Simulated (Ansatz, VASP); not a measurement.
## CO2: VASP beside Ansatz

File INCAR:

```
ALGO = Normal
EDIFF = 1E-7
ENCUT = 520
GGA = PE
ISIF = 2
ISMEAR = -1
LASPH = True
LCHARG = False
LREAL = False
LWAVE = False
NBANDS = 25
NELM = 60
PREC = Accurate
SIGMA = 0.05
```

KPOINTS

```
k-points
0
Gamma
  6 6 6
```

File POSCAR:

```
CO2
1.0
    4.2272127900      0.0000000000      0.0000000000
    0.0000000000      4.2272127900      0.0000000000
    0.0000000000      0.0000000000      4.6877715900
O C
4 2
Direct
    0.8127330000      0.8042920000      0.0015610000
    0.1913050000      0.2083860000     -0.0052660000
    0.6816100000      0.3016580000      0.4984150000
    0.2990520000      0.7032030000      0.5110400000
   -0.0002130000      0.0021290000     -0.0035410000
    0.5003520000      0.5011820000      0.5022010000
```

input.yaml

```yaml
crystal:
  lattice:
    - [4.22721279, 0.0, 0.0]
    - [0.0, 4.22721279, 0.0]
    - [0.0, 0.0, 4.68777159]
  atoms:
    - { symbol: O, position: [0.812733, 0.804292, 0.001561] }
    - { symbol: O, position: [0.191305, 0.208386, -0.005266] }
    - { symbol: O, position: [0.68161, 0.301658, 0.498415] }
    - { symbol: O, position: [0.299052, 0.703203, 0.51104] }
    - { symbol: C, position: [-0.000213, 0.002129, -0.003541] }
    - { symbol: C, position: [0.500352, 0.501182, 0.502201] }
hamiltonian:
  xc: pbe
  pseudopotentials: { kind: paw }
kpoints:
  mp_grid: { grid: [6, 6, 6] }
scf:
  occupations: { method: fermi_dirac, width: 0.05 }
output:
  forces: true
  stress: true
  eigenvalues: true
```

Change from the starting cell: atoms moved at random, drawn with an rms of 0.05 Å.

Alike in both runs: task single point; functional PBE; k mesh 6 × 6 × 6; occupations fermi-dirac, width 0.05 eV; no spin polarisation.

|  | VASP | Ansatz |
| --- | --- | --- |
| version | VASP 6.6.1 | Ansatz 0.2.0 |
| potentials or method | VASP PAW PBE potentials, release 64 (O, C) | Ansatz PAW |
| plane-wave cutoff (eV) | 520 | 420 |
| valence electrons in the cell | 32 | 32 |

Ansatz gave:

```
gap on the k mesh at the Fermi level (eV)       : 6.45
least direct gap on the mesh (eV)               : 6.93
pressure (GPa)                                  : 1.6
largest component of the traceless stress (GPa) : 0.56
rms of the force components (eV/Å)              : 1.876
```

Task: What did VASP give for the same quantities?

Result: gap on the k mesh at the Fermi level (eV): 6.43; least direct gap on the mesh (eV): 6.90; pressure (GPa): 3.1; largest component of the traceless stress (GPa): 1.37; rms of the force components (eV/Å): 2.021.

Atom by atom the forces differ by 0.329 eV/Å (rms over components).

Caveats: the standard files for N, O and F lose accuracy on very short bonds (VASP); the pressure holds a Pulay correction of +0.8 GPa for the finite cutoff (Ansatz). A k mesh can miss the band edges.
